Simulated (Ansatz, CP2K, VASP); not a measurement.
# La: programs and potentials compared

```
La
1.0
     3.75000    0.00000    0.00000
    -1.87500    3.24760    0.00000
     0.00000    0.00000    6.07000
La
2
Direct
  0.66667 0.33333 0.75000
  0.33333 0.66667 0.25000
```

This isn't the form of La at room conditions, which is double hcp.

Alike in all runs: task single point; functional LDA; k mesh 8 × 8 × 5; occupations gaussian, width 0.05 eV; no spin polarisation; no spin-orbit coupling. LDA stands for any of its common fits. Pressure is positive in compression and, in plane waves, holds the error of the finite cutoff, which Ansatz's Pulay term estimates and takes out.

```csv
program and potentials,plane-wave cutoff (eV),notes,pressure (GPa)
"Ansatz, Ansatz PAW",420,"potentials made for PBE, which Ansatz adapts in part",-2.80
"CP2K, GTH_POTENTIALS La GTH-PADE-q11; TZVP-MOLOPT-SR-GTH basis",-,atomic basis,-1.70
"VASP, LDA PAW files La, 520 eV",520,-,-2.87
```

The pressure spans -2.87 (VASP, LDA PAW files La, 520 eV) to -1.70 GPa (CP2K, GTH_POTENTIALS La GTH-PADE-q11; TZVP-MOLOPT-SR-GTH basis). Rows in atomic bases carry the error of their basis and grid, which can be large.

The functional is the same throughout but for its coding, so the spread measures potentials, basis and numerics; runs on potential files found faulty are left out.
